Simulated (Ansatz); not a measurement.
Crystal: MnS.

```
CELL_PARAMETERS angstrom
0.00000 2.60450 2.60450
2.60450 0.00000 2.60450
2.60450 2.60450 0.00000
ATOMIC_POSITIONS crystal
Mn 0.00000 0.00000 0.00000
S 0.50000 0.50000 0.50000
```

Base run:

| Quantity | Value |
| --- | --- |
| Program | Ansatz 0.2.0 |
| Functional | r2SCAN |
| Potentials or basis | Ansatz PAW |
| Cutoff | 500 eV (not typed: the program's choice for these potentials) |
| k mesh | 9 × 9 × 9 |
| Occupations | fermi-dirac, width 0.05 eV |
| Spin | collinear spin, ferromagnetic start |
| Starting moments | [4.0, 0.0] μB |

Its results: band gap on the k mesh none (metal or under the smearing width); pressure 0.5 GPa; net moment 4.98 μB per cell; site moments Mn +4.45; S +0.18 μB.

**Question.** The run is repeated on the same cell with these changes: functional from r2SCAN to PBE; cutoff from 500 eV (not typed: the program's choice for these potentials) to 420 eV (not typed: the program's choice for these potentials). What comes out?

**Answer.** Band gap on the k mesh none (metal or under the smearing width); pressure -2.9 GPa; net moment 4.71 μB per cell; site moments Mn +4.21; S +0.15 μB.

Caveats: a cell with one magnetic atom can't hold antiferromagnetic order, which such compounds often take; semilocal functionals often make such compounds metallic where correlation or magnetic order opens a gap, which also shifts bond lengths; the magnetic or orbital state may not be the lowest (some runs); the PAW data sets come from PBE, with cores solved anew for the run's functional, which leaves a small shift of forces and pressure (some runs).
